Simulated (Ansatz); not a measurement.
# GaAs: equation of state

One table from this session's results is given with a row withheld; the runs are named, their logs left out.

Method: DFT PBE, scalar-relativistic, in Ansatz 0.2.0.

**The structure to begin with**

Symmetry: F-43m, No. 216, cubic system. The conventional cell has a = 5.654 Å, b = 5.654 Å, c = 5.654 Å, α = 90.00°, β = 90.00°, γ = 90.00°. Around Ga (site symmetry -43m) lie 4 As at 2.45 Å. Around As (site symmetry -43m) lie 4 Ga at 2.45 Å.

Coordinates:

```cif
data_structure
_symmetry_space_group_name_H-M 'F-43m'
_symmetry_Int_Tables_number 216
_cell_length_a 5.6537
_cell_length_b 5.6537
_cell_length_c 5.6537
_cell_angle_alpha 90.000
_cell_angle_beta 90.000
_cell_angle_gamma 90.000
_cell_volume 180.72
loop_
_atom_site_label
_atom_site_type_symbol
_atom_site_symmetry_multiplicity
_atom_site_Wyckoff_symbol
_atom_site_fract_x
_atom_site_fract_y
_atom_site_fract_z
_atom_site_occupancy
Ga1 Ga 4 a 0.00000 0.00000 0.00000 1
As1 As 4 c 0.25000 0.25000 0.25000 1
```

The file gives the conventional cell by its symmetry; the runs use the cell typed in the input.

Atoms are numbered in the order of the input: Ga1, As2.

Set-up of the first run:

File input.yaml:

```yaml
crystal:
  lattice:
    - [0.0, 2.7886446409, 2.7886446409]
    - [2.7886446409, 0.0, 2.7886446409]
    - [2.7886446409, 2.7886446409, 0.0]
  atoms:
    - { symbol: Ga, position: [0.0, 0.0, 0.0] }
    - { symbol: As, position: [0.75, 0.75, 0.75] }
kpoints:
  mp_grid: { grid: [11, 11, 11] }
  band_path:
    path:
      - [0.0, 0.0, 0.0]
      - [-0.5, -0.5, 0.0]
      - [-0.375, -0.375, 0.25]
      - [-0.375, 0.0, 0.375]
      - [0.0, 0.0, 0.0]
      - [0.0, 0.0, 0.5]
      - [-0.5, -0.25, 0.25]
      - [-0.5, -0.5, 0.0]
    npoints: 5
scf:
  occupations: { method: fermi_dirac, width: 0.05 }
hamiltonian:
  xc: pbe
  pseudopotentials: { kind: all_electron, lapw: { basis_error: 0.0005 } }
output:
  forces: true
  stress: true
  eigenvalues: true
```

Launch:

```bash
> ansatz run input.yaml --threads 1 --pin off --max-ram 3072MiB --backend cpu --events-out ev --progress --plain --runs-dir out
```

Among the steps run: Volume × 0.96, LAPW; Volume × 0.96, PAW; Volume × 0.96, crystal datasets; Volume × 0.99, LAPW; Volume × 0.99, PAW; Volume × 0.99, crystal datasets; Volume × 1.02, LAPW; Volume × 1.02, PAW; Volume × 1.02, crystal datasets; Volume × 1.06, LAPW.

One table of the session follows, with a row left open; its other results are not shown here.

It belongs to the step «Fits». 

| method | volume (Å³/atom) | pressure (GPa) | gap on the k mesh (eV) |
| --- | --- | --- | --- |
| LAPW | 21.686 | 6.68 | 0.83 |
| LAPW | 22.364 | 4.07 | 0.60 |
| LAPW | 23.041 | 1.86 | 0.37 |
| LAPW | 23.945 | -0.57 | 0.09 |
| PAW | 21.686 | 6.68 | 0.83 |
| PAW | 22.364 | 4.07 | 0.59 |
| PAW | 23.041 | ? | ? |
| crystal datasets | 21.686 | 6.68 | 0.83 |
| crystal datasets | 22.364 | 4.07 | 0.60 |
| crystal datasets | 23.041 | 1.86 | 0.37 |

Q: Estimate the row for PAW, 23.041 from the others.

As computed: pressure (GPa): 1.85; gap on the k mesh (eV): 0.37. In the column «pressure (GPa)» it lies between LAPW, 23.945 (-0.57) and LAPW, 23.041 (1.86).

Limits of these values: Warnings in the runs' records: crystal datasets made.
